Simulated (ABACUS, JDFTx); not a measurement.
Given: the input of a run of JDFTx 1.7.0 (patched build) on PbS (Galena). 

Contents of PbS.in:

```
lattice Face-Centered Cubic 11.2089105082
coords-type Lattice
ion Pb     0.0000000000     0.0000000000     0.0000000000 1
ion S      0.5000000000     0.5000000000     0.5000000000 1

ion-species pseudo/Pb.upf
ion-species pseudo/S.upf
elec-cutoff 40 320
elec-ex-corr mgga-x-r2scan mgga-c-r2scan
kpoint-folding 5 5 5
elec-smearing Fermi 0.0018374661
elec-n-bands 16
electronic-SCF nIterations 100 energyDiffThreshold 1e-09
electronic-minimize nIterations 30 energyDiffThreshold 1e-7
converge-empty-states yes
forces-output-coords Cartesian

dump-name run.$VAR
dump End Ecomponents EigStats BandEigs Kpoints Forces Stress ElecDensity KEdensity
```

Potentials or basis: SG15-PBE-1.2.

Launch:

```console
$ jdftx -c 1 -i PbS.in -o PbS.out
```

**Question.** Translate it to ABACUS 3.10.1 (ASE script). Potentials or basis there: SG15 ONCV 1.2 PBE, plane waves, cutoff 993 eV.

**Answer.** As run (cutoffs and basis follow the program's own potentials, and thresholds, step limits or extra output files can differ):

Contents of run_abacus.py:

```python
"""ABACUS run from a structure file: ASE reads it, the script writes STRU, KPT and INPUT."""
import re
import subprocess
from ase.io import read
from ase.units import Bohr

atoms = read("PbS.xyz")
atoms = atoms[(-atoms.numbers).argsort(kind="stable")]  # ABACUS lists atoms element by element
pseudo = {'Pb': 'Pb_ONCV_PBE-1.2.upf', 'S': 'S_ONCV_PBE-1.2.upf'}
orbital = {}
magmoms = None
kmesh = [5, 5, 5]
params = {
    'suffix': 'PbS',
    'calculation': 'scf',
    'basis_type': 'pw',
    'pseudo_dir': './',
    'symmetry': 1,
    'dft_functional': 'MGGA_X_R2SCAN+MGGA_C_R2SCAN',
    'ecutwfc': 73,
    'pseudo_rcut': 10,
    'nspin': 1,
    'nbands': 20,
    'ks_solver': 'dav',
    'smearing_method': 'fd',
    'smearing_sigma': 0.00367493,
    'scf_thr': 1e-08,
    'scf_nmax': 100,
    'mixing_type': 'broyden',
    'mixing_beta': 0.7,
    'cal_force': 1,
    'cal_stress': 1,
    'mixing_tau': 1,
    'out_chg': 1,
    'kpar': 4,
}

symbols = atoms.get_chemical_symbols()
elements = list(dict.fromkeys(symbols))
lines = ["ATOMIC_SPECIES"] + [f"{e} {atoms.get_masses()[symbols.index(e)]:.4f} {pseudo[e]}" for e in elements]
if orbital:
    lines += ["", "NUMERICAL_ORBITAL"] + [orbital[e] for e in elements]
lines += ["", "LATTICE_CONSTANT", f"{1 / Bohr:.10f}", "", "LATTICE_VECTORS"]
lines += [" ".join(f"{x:.10f}" for x in v) for v in atoms.cell]
lines += ["", "ATOMIC_POSITIONS", "Direct"]
for e in elements:
    lines += ["", e, "0.0", str(symbols.count(e))]
    for i, p in enumerate(atoms.get_scaled_positions(wrap=False)):
        if symbols[i] == e:
            mag = "" if magmoms is None else " mag " + " ".join(str(x) for x in (magmoms[i] if isinstance(magmoms[i], list) else [magmoms[i]]))
            lines.append(" ".join(f"{x:.10f}" for x in p) + " 1 1 1" + mag)
open("STRU", "w").write("\n".join(lines) + "\n")
open("KPT", "w").write("K_POINTS\n0\nGamma\n%d %d %d 0 0 0\n" % tuple(kmesh))
open("INPUT", "w").write("INPUT_PARAMETERS\n" + "".join(f"{k:<20s}{v}\n" for k, v in params.items()))

done = subprocess.run(['mpirun', '-np', '4', 'abacus'])
if done.returncode:
    raise SystemExit(done.returncode)
log = open("OUT.PbS/running_scf.log").read()
print("final energy (eV):", re.findall(r"FINAL_ETOT_IS (\S+)", log))
```

The input PbS.xyz:

```xyz
2
Lattice="0.0000000000 2.9657500000 2.9657500000 2.9657500000 0.0000000000 2.9657500000 2.9657500000 2.9657500000 0.0000000000" Properties=species:S:1:pos:R:3 pbc="T T T"
Pb     0.0000000000      0.0000000000      0.0000000000
S      2.9657500000      2.9657500000      2.9657500000
```

Potentials or basis: SG15 ONCV 1.2 PBE, plane waves.

Run with:

```console
$ OMP_NUM_THREADS=1 python run_abacus.py > log
```

Both were run:

|  | JDFTx | ABACUS |
| --- | --- | --- |
| Pressure | 0.0 GPa | 0.0 GPa |

JDFTx's potentials were made for PBE. ABACUS's potentials were made for PBE.

Pressure is positive in compression.

The k mesh is coarse, so the values aren't converged.
